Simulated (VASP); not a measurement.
MgSe:

```
Mg Se
1.0
     0.00000    2.72550    2.72550
     2.72550    0.00000    2.72550
     2.72550    2.72550    0.00000
Mg Se
1 1
Direct
  0.00000 0.00000 0.00000
  0.50000 0.50000 0.50000
```

| Property | Result |
| --- | --- |
| Program | VASP 6.6.1 |
| Task | relaxation of cell and atoms |
| Functional | PBE |
| Potentials or basis | VASP PAW PBE potentials, release 64 (Mg, Se) |
| Cutoff | 600 eV |
| k mesh | 8 × 8 × 8 |
| Occupations | gaussian, width 0.02 eV |
| Spin | no spin polarisation |

At the start: pressure 1.9 GPa; volume 20.25 Å³/atom.

Task: How do energy, volume and symmetry change on relaxing?

Result: Over 3 steps the energy falls by 3.5 meV/atom and the volume is 20.84 Å³/atom (+3.0 %); space group Fm-3m (No. 225, to 0.05 Å).

Step by step:
| step | energy change (eV) | largest force (eV/Å) | pressure (GPa) | volume (Å³) |
| --- | --- | --- | --- | --- |
| 1 | 0.0000 | 0.0000 | 1.91 | 40.49 |
| 2 | -0.0067 | 0.0000 | -0.34 | 41.92 |
| 3 | -0.0070 | 0.0000 | -0.01 | 41.69 |

Final structure:
```
CELL_PARAMETERS angstrom
0.00000 2.75208 2.75208
2.75208 0.00000 2.75208
2.75208 2.75208 0.00000
ATOMIC_POSITIONS crystal
Mg 0.00000 0.00000 0.00000
Se 0.50000 0.50000 0.50000
```
